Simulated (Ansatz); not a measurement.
The system is Al2O3.

```
CELL_PARAMETERS angstrom
3.01748 0.00000 0.00000
-1.50874 2.61322 0.00000
0.00000 0.00000 7.57464
ATOMIC_POSITIONS crystal
Al 0.00000 0.00000 0.72205
Al 0.00000 0.00000 0.27795
O 0.00000 0.00000 0.50000
O 0.66667 0.33333 0.80055
O 0.33333 0.66667 0.19945
```

Measurements of this composition are mostly on another form, of space group No. 167.

| Quantity | Value |
| --- | --- |
| Program | Ansatz 0.2.0 |
| Task | relaxation of cell and atoms |
| Functional | LDA |
| Potentials or basis | Ansatz PAW |
| Cutoff | 420 eV (not typed: the program's choice for these potentials) |
| k mesh | 10 × 10 × 4 |
| Occupations | fermi-dirac, width 0.05 eV |
| Spin | no spin polarisation |

At the start: volume 11.95 Å³/atom.

Where does the relaxation end?

It ends after 10 steps and the volume is 11.18 Å³/atom (-6.4 %); space group P-3m1 (No. 164, to 0.05 Å).

Step by step:
| step | energy change (eV) | largest force (eV/Å) | volume (Å³) |
| --- | --- | --- | --- |
| 1 | 0.0000 | 0.4586 | 59.73 |
| 2 | -0.0674 | 0.3431 | 57.72 |
| 3 | -0.0971 | 0.0642 | 56.29 |
| 4 | -0.0955 | 0.0080 | 56.63 |
| 5 | -0.0831 | 0.0074 | 56.63 |
| 6 | -0.0872 | 0.0078 | 55.99 |
| 7 | -0.0871 | 0.0043 | 56.02 |
| 8 | -0.0841 | 0.0040 | 56.02 |
| 9 | -0.0848 | 0.0004 | 55.90 |
| 10 | -0.0842 | 0.0004 | 55.90 |

Final structure:
```xyz
5
Lattice="2.9626 0.0000 0.0000 -1.4813 2.5657 0.0000 0.0000 0.0000 7.3537" Properties=species:S:1:pos:R:3 pbc="T T T"
Al    0.0000    0.0000    5.3357
Al    0.0000    0.0000    2.0180
O     0.0000    0.0000    3.6768
O     1.4813    0.8552    5.9181
O     0.0000    1.7105    1.4356
```

Caveat: the plane-wave basis is chosen anew once the cell has moved, so the energies of steps on either side of that aren't comparable; the pressure holds a Pulay correction of +0.9 GPa for the finite cutoff; the PAW data sets come from PBE, with cores solved anew for the run's functional, which leaves a small shift of forces and pressure.
